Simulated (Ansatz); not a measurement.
PtSe2 under strain

These are results of Ansatz 0.2.0, DFT PBEsol, scalar-relativistic, plane waves, PAW, not measurements. Run with 420 eV cutoff, 18×18×12 k-mesh, Gaussian smearing of 0.10 eV, no spin polarisation.

Starting point, cell and atoms relaxed:

```
Pt Se
1.0
     3.75936    0.00000    0.00000
    -1.87968    3.25570    0.00000
     0.00000    0.00000    4.86856
Pt Se
1 2
Direct
  0.00000 0.00000 0.00000
  0.66667 0.33333 0.73937
  0.33333 0.66667 0.26063
```

Deformation: all cell vectors scaled alike, the atoms relaxed, all within the symmetry that the strain leaves. Energies are extrapolated to zero smearing. Stress is positive in compression, on the Cartesian axes of the cell above.

Spin–orbit coupling is left out, which can shift energies with elements as heavy as these.

Strains computed: -3.0, -2.0, -1.0, +1.0, +2.0, +3.0 %.

Question: At which strain does the energy stand 4.5 meV/atom over the relaxed crystal with σxx = 3.14, σyy = 3.14, σzz = 1.36 GPa?

Answer: -1.0 %.